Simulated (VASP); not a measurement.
A run of VASP 6.6.1 is set up as follows.

The input INCAR:

```
ALGO = Normal
DIPOL = 0.5 0.5 0.500
EDIFF = 1E-6
EDIFFG = -0.02
ENCUT = 520
GGA = PS
IBRION = 2
IDIPOL = 3
ISIF = 2
ISMEAR = 1
KPAR = 4
LASPH = T
LCHARG = F
LDIPOL = T
LREAL = F
LWAVE = F
NELM = 80
NSW = 80
PREC = Accurate
SIGMA = 0.1
```

The input KPOINTS:

```
k-points
0
Gamma
  14 14 1
```

Contents of POSCAR:

```
Al
1.0
    2.8394891000      0.0000000000      0.0000000000
    0.0000000000      2.8394891000      0.0000000000
    0.0000000000      0.0000000000     27.0469320000
Al
7
Direct
    0.5000000000      0.5000000000      0.2772957800
    0.0000000000      0.0000000000      0.3515305200
    0.5000000000      0.5000000000      0.4257652600
    0.0000000000      0.0000000000      0.5000000000
    0.5000000000      0.5000000000      0.5742347400
    0.0000000000      0.0000000000      0.6484694800
    0.5000000000      0.5000000000      0.7227042200
```

Potentials or basis: VASP PAW PBE potentials, release 64 (Al).

Run with:

```sh
$ cat potpaw_PBE.64/Al/POTCAR > POTCAR
$ mpirun -np 4 vasp_std > vasp.out
```

Problem. Estimate the band gap on the k mesh.

Solution. None (metal or under the smearing width).

Problem. Estimate the energy gained by relaxing.

Solution. 0.4 meV/atom.

Forces in eV/Å, atoms in the order of the input:
```
Al   0.000  0.000  0.000
Al   0.000  0.000  0.017
Al   0.000  0.000 -0.003
Al   0.000  0.000  0.000
Al   0.000  0.000  0.003
Al   0.000  0.000 -0.017
Al   0.000  0.000  0.000
```

Caveat: the PAW data sets were made with another functional, which shifts forces and pressure a little.
